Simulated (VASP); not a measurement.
Here is a VASP 6.6.1 calculation.

The input POSCAR:

```
AlN
1.0
    3.1053090007      0.0000000000      0.0000000000
   -1.5526545003      2.6892764812     -0.0000000000
   -0.0000000000      0.0000000000      4.9766095319
  Al              N
     2     2
Direct
     0.3333333332999970    0.6666666667000030    0.9992188694044928
     0.6666666667000030    0.3333333332999970    0.4992188694044928
     0.3333333332999970    0.6666666667000030    0.3807811305955098
     0.6666666667000030    0.3333333332999970    0.8807811305955098
```

File INCAR.step1:

```
SYSTEM = AlN
ALGO = Normal
EDIFF = 1E-8
EDIFFG = -0.002
ENCUT = 600
IBRION = 2
ISIF = 3
ISMEAR = 0
KPAR = 2
LASPH = .TRUE.
LCHARG = .FALSE.
LMIXTAU = .TRUE.
LREAL = .FALSE.
LWAVE = .FALSE.
METAGGA = R2SCAN
NELM = 80
NSW = 40
PREC = Accurate
SIGMA = 0.03
```

INCAR.step2

```
SYSTEM = AlN
ALGO = Normal
EDIFF = 1E-8
ENCUT = 600
IBRION = 6
ISIF = 2
ISMEAR = 0
KPAR = 2
LASPH = .TRUE.
LCHARG = .FALSE.
LMIXTAU = .TRUE.
LREAL = .FALSE.
LWAVE = .FALSE.
METAGGA = R2SCAN
NELM = 80
NFREE = 2
NSW = 1
POTIM = 0.015
PREC = Accurate
SIGMA = 0.03
```

KPOINTS

```
k-points
0
G
  12 12 6
  0 0 0
```

Potentials or basis: VASP PAW PBE potentials, release 64 (Al, N).

The run is started by

```sh
$ cat potpaw_PBE.64/Al/POTCAR potpaw_PBE.64/N/POTCAR > POTCAR
$ cp INCAR.step1 INCAR
$ mpirun -np 2 vasp_std > vasp.out
$ cp CONTCAR POSCAR
$ cp INCAR.step2 INCAR
$ mpirun -np 2 vasp_std > vasp.out
```

Task: Predict the highest phonon frequency at Γ, LO-TO splitting left out.

Result: 743 cm⁻¹.

Phonon frequencies in cm⁻¹ (negative: imaginary):
```tsv
q point	frequencies
(0.000, 0.000, 0.000)	-1 0 0 250 250 559 626 670 670 682 682 743
```
